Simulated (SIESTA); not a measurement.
Cu2O (Cuprite) under changes of volume

One of the cells (12.885 Å³/atom); the others are scaled copies at fixed shape and fractional positions:

```
CELL_PARAMETERS angstrom
4.26000 0.00000 0.00000
0.00000 4.26000 0.00000
0.00000 0.00000 4.26000
ATOMIC_POSITIONS crystal
Cu 0.75000 0.25000 0.75000
Cu 0.75000 0.75000 0.25000
Cu 0.25000 0.75000 0.75000
Cu 0.25000 0.25000 0.25000
O 0.50000 0.50000 0.50000
O 0.00000 0.00000 0.00000
```

```yaml
Program: SIESTA 5.4.2
Functional: PBE
Potentials_or_basis: PseudoDojo 0.4 standard (PBE files)
Basis: SZP (energy shift 0.01 Ry)
Grid_cutoff: 800 Ry
Energy_shift: 0.01 Ry
k_mesh: 6 × 6 × 6
Occupations: fermi-dirac, width 0.05 eV
Spin: no spin polarisation
```

```tsv
volume (Å³/atom)	energy over the lowest point (meV/atom)	pressure (GPa)	gap on the mesh (eV)
12.112	27.50	10.7	0.93
12.369	12.96	7.2	0.87
12.627	4.12	4.1	0.81
12.885	0.00	0.9	0.76
13.142	0.53	-1.5	0.71
13.400	?	?	?
13.658	12.89	-6.0	0.62
```

**Question.** What does the run at 13.400 Å³/atom give?

**Answer.** Energy over the lowest point 5.10 meV/atom; pressure -4.0 GPa; gap on the mesh 0.66 eV.

Worked out: A Birch-Murnaghan fit of order 3 (a polynomial in V^(-2/3)) to the other rows has its minimum at 12.98 Å³/atom with B0 = V·E''(V) = 133 GPa and B' = 4.7. It gives 4.93 meV/atom at 13.400 Å³/atom, against the run's 5.10, and -dE/dV = -3.9 GPa, against -4.0. A straight line through the other rows of the gap, of slope -2.58 eV per unit of ln V (its deformation potential), gives 0.66 eV, against the run's 0.66.

Energies are extrapolated to zero smearing.

Caveats: short orbitals over semicore shells can move pressures by several GPa; the basis of atomic orbitals isn't converged, which shifts pressures, moduli and gaps.

A mesh can miss the band edges.
